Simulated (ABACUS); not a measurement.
# As (R-3m) in ABACUS: further runs

The runs below take As through single point, with PBE.

All numbers are computed with ABACUS 3.10.1; they aren't measurements. Logs are shortened: lines on timing, memory, paths and dates and some standing lists are left out, and cuts for length are marked.

## Step 1: The structure

It takes space group R-3m (No. 166, trigonal). Conventional cell: a = 3.762 Å, b = 3.762 Å, c = 10.542 Å, α = 90.00°, β = 90.00°, γ = 120.00°. As (site symmetry 3m) has 3 As at 2.51 Å as nearest neighbours.

## Step 2: Single point, PBE

The input, INPUT:

```
INPUT_PARAMETERS
suffix              As
calculation         scf
basis_type          lcao
pseudo_dir          ./
orbital_dir         ./
symmetry            1
dft_functional      pbe
ecutwfc             100
pseudo_rcut         10
nspin               1
nbands              19
ks_solver           genelpa
smearing_method     fd
smearing_sigma      0.00367493
scf_thr             1e-07
scf_nmax            100
mixing_type         broyden
mixing_beta         0.7
cal_force           1
cal_stress          1
out_mul             1
out_chg             1
out_pot             2
out_elf             1
```

The input, STRU:

```
ATOMIC_SPECIES
As 74.9216 As.upf

NUMERICAL_ORBITAL
As_confined-atom_7au_2s2p2d.orb

LATTICE_CONSTANT
1.8897261246

LATTICE_VECTORS
1.8807968987 1.0858785957 3.5140619945
-1.8807968987 1.0858785957 3.5140619945
0.0000000000 -2.1717571915 3.5140619945

ATOMIC_POSITIONS
Direct

As
0.0
2
0.2260000000 0.2260000000 0.2260000000 1 1 1
0.7740000000 0.7740000000 0.7740000000 1 1 1
```

The input, KPT:

```
K_POINTS
0
Gamma
9 9 9 0 0 0
```

Potentials or basis: PseudoDojo NC SR 0.4.1 PBE standard, DZP LCAO (the cutoffs set its grid).

On the command line:

```bash
OMP_NUM_THREADS=1 mpirun -np 4 abacus > log
```

running log:

```text
ABACUS v3.10.1

               Atomic-orbital Based Ab-initio Computation at UStc

 ------------------------------------------------------------------------------------

 READING GENERAL INFORMATION
                           global_out_dir = OUT.As/
                           global_in_card = INPUT
                               pseudo_dir = ./
                              orbital_dir = ./
                                    DSIZE = 4
                                    GSIZE = 1

 READING UNITCELL INFORMATION
                                    ntype = 1
                  lattice constant (Bohr) = 1.88973
              lattice constant (Angstrom) = 1

 READING ATOM TYPE 1
                               atom label = As
                      L=0, number of zeta = 2
                      L=1, number of zeta = 2
                      L=2, number of zeta = 2
             number of atom for this type = 2

                        TOTAL ATOM NUMBER = 2
DIRECT COORDINATES
    atom                   x                   y                   z     mag                  vx                  vy                  vz
taud_As1            0.2260000000        0.2260000000        0.2260000000  0.0000        0.0000000000        0.0000000000        0.0000000000
taud_As2            0.7740000000        0.7740000000        0.7740000000  0.0000        0.0000000000        0.0000000000        0.0000000000

                          Volume (Bohr^3) = 290.59
                             Volume (A^3) = 43.0609

 Lattice vectors: (Cartesian coordinate: in unit of a_0)
              +1.8808            +1.08588            +3.51406
              -1.8808            +1.08588            +3.51406
                   +0            -2.17176            +3.51406
 Reciprocal vectors: (Cartesian coordinate: in unit of 2 pi/a_0)
            +0.265845           +0.153486           +0.094857
            -0.265845           +0.153486           +0.094857
                   +0           -0.306971           +0.094857
 The esolver type has been set to : ksdft_lcao

                PAO radial cut off (Bohr) = 10

 Read in pseudopotential file is As.upf
                     pseudopotential type = NC
          exchange-correlation functional = PBE
                 nonlocal core correction = 1
                        valence electrons = 15
                                     lmax = 2
                           number of zeta = 3
                     number of projectors = 6
                           L of projector = 0
                           L of projector = 0
                           L of projector = 1
                           L of projector = 1
                           L of projector = 2
                           L of projector = 2
     initial pseudo atomic orbital number = 18

 SETUP THE ELECTRONS NUMBER
            electron number of element As = 15
      total electron number of element As = 30
            AUTOSET number of electrons:  = 30
                           occupied bands = 15
                                   NLOCAL = 36
                                   NBANDS = 19
                                   NBANDS = 19
                                   NLOCAL = 36

%%%%%%%%%%%%%%%%%%%%%%%%%%%%%%%%%%%%%%%%%%%%%%%%%%%%%%%%%%%%%%%%%%%%%%%%%%%%%%%%%%%%%%%%%%%%%%%%%%%%%%%%%%
 Warning: the number of valence electrons in pseudopotential > 5 for As: [Ar] 3d10 4s2 4p3
 Pseudopotentials with additional electrons can yield (more) accurate outcomes, but may be less efficient.
 If you're confident that your chosen pseudopotential is appropriate, you can safely ignore this warning.
%%%%%%%%%%%%%%%%%%%%%%%%%%%%%%%%%%%%%%%%%%%%%%%%%%%%%%%%%%%%%%%%%%%%%%%%%%%%%%%%%%%%%%%%%%%%%%%%%%%%%%%%%%

 SETUP THE PLANE WAVE BASIS
 energy cutoff for charge/potential (unit:Ry) = 400
            fft grid for charge/potential = [ 50, 50, 50 ]
                        fft grid division = [ 5, 5, 5 ]
        big fft grid for charge/potential = [ 10, 10, 10 ]
                                     nbxx = 300
                                     nrxx = 37500

 SETUP PLANE WAVES FOR CHARGE/POTENTIAL
                    number of plane waves = 39331
                         number of sticks = 1575

 PARALLEL PW FOR CHARGE/POTENTIAL
     PROC   COLUMNS(POT)             PW
        1            393           9832
        2            394           9833
        3            394           9833
        4            394           9833
 --------------- sum -------------------
        4           1575          39331
                            number of |g| = 2670
                                  max |g| = 36.1719
                                  min |g| = 0

----------- Double Check Mixing Parameters Begin ------------
mixing_type: broyden
mixing_beta: 0.7
mixing_gg0: 1
mixing_gg0_min: 0.1
mixing_ndim: 8
----------- Double Check Mixing Parameters End ------------

 LATTICE VECTORS: (CARTESIAN COORDINATE: IN UNIT OF A0)
              +1.8808            +1.08588            +3.51406
              -1.8808            +1.08588            +3.51406
                   +0            -2.17176            +3.51406
                       right hand lattice = 1
                                   NORM_A = 4.131
                                   NORM_B = 4.131
                                   NORM_C = 4.131
                           ALPHA (DEGREE) = 54.167
                           BETA  (DEGREE) = 54.167
                           GAMMA (DEGREE) = 54.167

 The lattice vectors have been changed (STRU_SIMPLE.cif)

(for optimal symmetric configuration:)
                             BRAVAIS TYPE = 7
                     BRAVAIS LATTICE NAME = 07. Rhombohedral (Trigonal) cell
                                    ibrav = 7
                                    IBRAV = 7
                                  BRAVAIS = TRIGONAL (RHOMBOEDRIC) CELL
                       LATTICE CONSTANT A = 4.131
                               COS(ALPHA) = 0.585425
Original cell was already a primitive cell.
                        ROTATION MATRICES = 12
              PURE POINT GROUP OPERATIONS = 12
                   SPACE GROUP OPERATIONS = 12
                                       C2 = 3
                                       C3 = 2
                                       C4 = 0
                                       C6 = 0
                                       S1 = 3
                                       S3 = 0
                                       S4 = 0
                                       S6 = 2
                              POINT GROUP = D_3d
                                       C2 = 3
                                       C3 = 2
                                       C4 = 0
                                       C6 = 0
                                       S1 = 3
                                       S3 = 0
                                       S4 = 0
                                       S6 = 2
               POINT GROUP IN SPACE GROUP = D_3d

 SETUP K-POINTS
                                    nspin = 1
                   Input type of k points = Monkhorst-Pack(Gamma)
                                   nkstot = 729
                       right hand lattice = 1
(for reciprocal lattice: )
                             BRAVAIS TYPE = 7
                     BRAVAIS LATTICE NAME = 07. Rhombohedral (Trigonal) cell
                                    ibrav = 7
                       right hand lattice = 1
(for k-lattice: )
                             BRAVAIS TYPE = 7
                     BRAVAIS LATTICE NAME = 07. Rhombohedral (Trigonal) cell
                                    ibrav = 7
                       right hand lattice = 1
                        ROTATION MATRICES = 12
                               nkstot_ibz = 85
K-POINTS REDUCTION ACCORDING TO SYMMETRY
     IBZ    DIRECT_X    DIRECT_Y    DIRECT_Z  WEIGHT  ibz2bz
       1  0.00000000  0.00000000  0.00000000  0.0014       0
       2  0.11111111  0.00000000  0.00000000  0.0082       1
       3  0.22222222  0.00000000  0.00000000  0.0082       2
       4  0.33333333  0.00000000  0.00000000  0.0082       3
       5  0.44444444  0.00000000  0.00000000  0.0082       4
       6  0.11111111  0.11111111  0.00000000  0.0082      10
[... 22 lines left out ...]
      29  0.11111111  0.11111111  0.44444444  0.0082      94
      30 -0.11111111 -0.11111111  0.44444444  0.0082      95
[... 55 further k points ...]

                               nkstot now = 85
[... K-POINTS DIRECT COORDINATES: 85 rows ...]

           k-point number in this process = 85
       minimum distributed K point number = 85
[... stars of the k points ...]

[... K-POINTS CARTESIAN COORDINATES: 85 rows ...]

[... K-POINTS DIRECT COORDINATES: 85 rows ...]

 SETUP PLANE WAVES FOR WAVE FUNCTIONS
     energy cutoff for wavefunc (unit:Ry) = 100
              fft grid for wave functions = [ 50, 50, 50 ]
                    number of plane waves = 6395
                         number of sticks = 469

 PARALLEL PW FOR WAVE FUNCTIONS
     PROC   COLUMNS(POT)             PW
        1            117           1598
        2            117           1598
        3            118           1600
        4            117           1599
 --------------- sum -------------------
        4            469           6395

 SET NONLOCAL PSEUDOPOTENTIAL PROJECTORS
 max number of nonlocal projetors among all species is 6

 -------------------------------------------
 SELF-CONSISTENT
 -------------------------------------------

 SETUP SEARCHING RADIUS FOR PROGRAM TO SEARCH ADJACENT ATOMS
                  longest orb rcut (Bohr) = 7
   longest nonlocal projector rcut (Bohr) = 1.82
                     search radius (Bohr) = 17.6
              searching radius is (Bohr)) = 17.6
         searching radius unit is (Bohr)) = 1.89
                         PeriodicBoundary = 1
                        Radius(unit:lat0) = 9.34
                                   glayer = [ 4, 4, 4 ]
                             glayer_minus = [ 3, 3, 3 ]

Find the coordinate range of the input atom(unit:lat0).
                                  min_tau = [ -11.3, -13, -29.2 ]
                                  max_tau = [ 11.3, 13, 39.8 ]
                                BoxNumber = [ 7, 7, 7 ]

 SETUP EXTENDED REAL SPACE GRID FOR GRID INTEGRATION
                          real space grid = [ 50, 50, 50 ]
                 big cell numbers in grid = [ 10, 10, 10 ]
             meshcell numbers in big cell = [ 5, 5, 5 ]
                        extended fft grid = [ 12, 12, 12 ]
                dimension of extened grid = [ 35, 35, 35 ]
                            UnitCellTotal = 125
              Atom number in sub-FFT-grid = 2
    Local orbitals number in sub-FFT-grid = 36
                                ParaV.nnr = 16524
                                 init_chg = atomic

 LCAO ALGORITHM --------------- ION=   1  ELEC=   1--------------------------------

 Density error is 0.0227816188961
----------------------------------------------------------
     Energy           Rydberg                 eV
----------------------------------------------------------
 E_KohnSham     -424.2469706398      -5772.1761599401
 E_Harris       -424.1020505554      -5770.2044210374
 E_Fermi        0.8111217983         11.0358782286
----------------------------------------------------------
[... 67 lines left out ...]
 LCAO ALGORITHM --------------- ION=   1  ELEC=   8--------------------------------

 Density error is 2.635921403e-08
----------------------------------------------------------
     Energy           Rydberg                 eV
----------------------------------------------------------
 E_KohnSham     -424.2473570656      -5772.1814175321
 E_KS(sigma->0) -424.2473048110      -5772.1807065729
 E_Harris       -424.2473589992      -5772.1814438402
 E_band         -33.6934287481       -458.4226161314
 E_one_elec     -210.2174053314      -2860.1545312825
 E_Hartree      120.3500691994       1637.4466958064
 E_xc           -95.0383846184       -1293.0635595264
 E_Ewald        -239.3415318061      -3256.4086006112
 E_entropy(-TS) -0.0001045090        -0.0014219184
 E_descf        0.0000000000         0.0000000000
 E_exx          0.0000000000         0.0000000000
 E_Fermi        0.8178392156         11.1272733805
----------------------------------------------------------

 charge density convergence is achieved
 final etot is -5772.1814175 eV
 EFERMI = 11.127273381 eV
The vacuum level is 9.0681714154 eV

 STATE ENERGY(eV) AND OCCUPATIONS    NSPIN == 1
 1/85 kpoint (Cartesian) = 0.0000 0.0000 0.0000 (1229 pws)
       1       -25.2909     0.00274348
       2       -25.2909     0.00274348
       3       -25.2482     0.00274348
       4       -25.2482     0.00274348
       5       -25.1928     0.00274348
       6       -25.1711     0.00274348
[... 11 lines left out ...]
      18        14.0515    1.09329e-28
      19        18.1900    1.23696e-64
[... 88 lines left out ...]
       3       -25.2467      0.0164609
       4       -25.2448      0.0164609
       5       -25.1929      0.0164609
       6       -25.1733      0.0164609
[... 11 lines left out ...]
      18        14.4310    3.31710e-31
      19        17.5786    1.51742e-58

[... levels at 79 further k points ...]

 correction force for each atom along direction 1 is -4.25701e-15
 correction force for each atom along direction 2 is -6.62300e-14
 correction force for each atom along direction 3 is 4.12240e-14
------------------------------------------------------------------------------------------
 TOTAL-FORCE (eV/Angstrom)
------------------------------------------------------------------------------------------
                       As1         0.0000000000         0.0000000000         0.6716761614
                       As2         0.0000000000         0.0000000000        -0.6716761614
------------------------------------------------------------------------------------------

----------------------------------------------------------------
 TOTAL-STRESS (KBAR)
----------------------------------------------------------------
        54.9220402189         0.0000000000         0.0000000000
        -0.0000000000        54.9220402211         0.0000000005
        -0.0000000000         0.0000000005        37.1432701753
----------------------------------------------------------------
 TOTAL-PRESSURE: 48.995784 KBAR

 --------------------------------------------
 !FINAL_ETOT_IS -5772.1814175320687355 eV
 --------------------------------------------
```

Run time: 7.4 s. Hardware: 4 MPI ranks of Intel Xeon at 2.80GHz (Skylake/Cascade Lake), shared host; peak memory 0.36 GiB.

What came out:

```
Free energy            : -5772.1814 eV
Pressure               : 4.9 GPa
Largest force          : 0.672 eV/Å
Band gap on the k mesh : none (metal or under the smearing width)
```

Forces on the atoms (eV/Å):
```
As   0.000  0.000  0.672
As   0.000  0.000 -0.672
```

Caveat: the atomic orbitals were generated for these runs and aren't a published set; the basis of atomic orbitals isn't converged, which shifts pressures, moduli and gaps.

## Step 3: Single point, PBE (atoms moved at random, drawn with an rms of 0.05 Å)

INPUT: that of step 2 with these lines changed.

```diff
@@ -22,4 +22 @@
 out_mul             1
-out_chg             1
-out_pot             2
-out_elf             1
```

STRU: that of step 2 with these lines changed.

```diff
@@ -20,3 +20,3 @@
 2
-0.2260000000 0.2260000000 0.2260000000 1 1 1
-0.7740000000 0.7740000000 0.7740000000 1 1 1
+0.2118200000 0.2247440000 0.2328240000 1 1 1
+0.7755240000 0.7755010000 0.7681290000 1 1 1
```

KPT is that of step 2.

Potentials or basis: PseudoDojo NC SR 0.4.1 PBE standard, DZP LCAO (the cutoffs set its grid).

On the command line:

```bash
OMP_NUM_THREADS=1 mpirun -np 4 abacus > log
```

Run time: 11 s. Hardware: 4 MPI ranks of Intel Xeon at 2.80GHz (Skylake/Cascade Lake), shared host; peak memory 0.44 GiB.

It converged, with:

```yaml
Free_energy: -5772.1558 eV
Pressure: 5.6 GPa
Largest_force: 0.972 eV/Å
Band_gap_on_the_k_mesh: none (metal or under the smearing width)
```

Forces on the atoms (eV/Å):
```
As   0.150  0.340  0.898
As  -0.150 -0.340 -0.898
```

Stress tensor (GPa, compression positive):
```
 5.33 -0.33  0.68
-0.33  6.92  1.50
 0.68  1.50  4.40
```

Caveat: the atomic orbitals were generated for these runs and aren't a published set; the basis of atomic orbitals isn't converged, which shifts pressures, moduli and gaps.
